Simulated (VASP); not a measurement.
**In: relaxation of the atoms with PBE+D3(BJ)**

The system is In, a slab with vacuum.

```
In
1.0
     3.36384    0.00000    0.00000
    -1.68192    2.91317    0.00000
     0.00000    0.00000   25.79971
In
5
Direct
  0.00000 0.00000 0.29070
  0.33333 0.66667 0.39535
  0.00000 0.00000 0.50000
  0.66667 0.33333 0.60465
  0.00000 0.00000 0.70930
```

The slab is cut from a database's or a generator's crystal, which needn't be the stable form of the element.

The cell isn't the ideal one: the (0 0 1) slab of In, cut from the database cell, not relaxed.

* Program: VASP 6.6.1
* Task: relaxation of the atoms
* Functional: PBE
* Dispersion: D3(BJ)
* Potentials or basis: VASP PAW PBE potentials, release 64 (In_d)
* Cutoff: 520 eV
* k mesh: 9 × 9 × 1
* Occupations: gaussian, width 0.05 eV
* Spin: no spin polarisation
* Dipole correction: yes
* Atoms held fixed (from 0): [0, 1]
* Further INCAR settings: ALGO = Normal; EDIFF = 1e-07; IBRION = 2; EDIFFG = -0.01; NSW = 60

```yaml
Energy_gained_by_relaxing: 1.8 meV/atom
Ionic_steps: 12
Band_gap_on_the_k_mesh: none (metal or under the smearing width)
Dispersion_energy_per_atom: -0.275 eV
```

The path:
```csv
step,energy change (eV),largest force (eV/Å),pressure (GPa)
1,0.0000,0.1407,-0.54
2,-0.0009,0.1421,-0.54
3,-0.0024,0.1470,-0.55
4,-0.0026,0.1490,-0.55
5,-0.0032,0.1382,-0.52
6,-0.0045,0.1069,-0.55
7,-0.0058,0.0560,-0.49
8,-0.0068,0.0487,-0.44
9,-0.0088,0.0315,-0.38
10,-0.0089,0.0409,-0.34
11,-0.0085,0.0614,-0.34
12,-0.0091,0.0204,-0.33
```

Final structure:
```
CELL_PARAMETERS angstrom
3.36384 0.00000 0.00000
-1.68192 2.91317 0.00000
0.00000 0.00000 25.79971
ATOMIC_POSITIONS crystal
In 0.00000 0.00000 0.29070
In 0.33333 0.66667 0.39535
In 0.00000 0.00000 0.49735
In 0.66667 0.33333 0.59930
In 0.00000 0.00000 0.70421
```

Levels at points of the mesh, in eV from the Fermi level:
```tsv
k point	band 30	band 31	band 32	band 33	band 34	band 35
(0.00, 0.00, 0.00)	-4.97	-2.54	-0.50	1.62	3.11	3.93
```

Wall time 18 min on 1 thread of Intel(R) Xeon(R) Platinum 8488C (Sapphire Rapids) (shared host), peak memory 0.45 GiB.
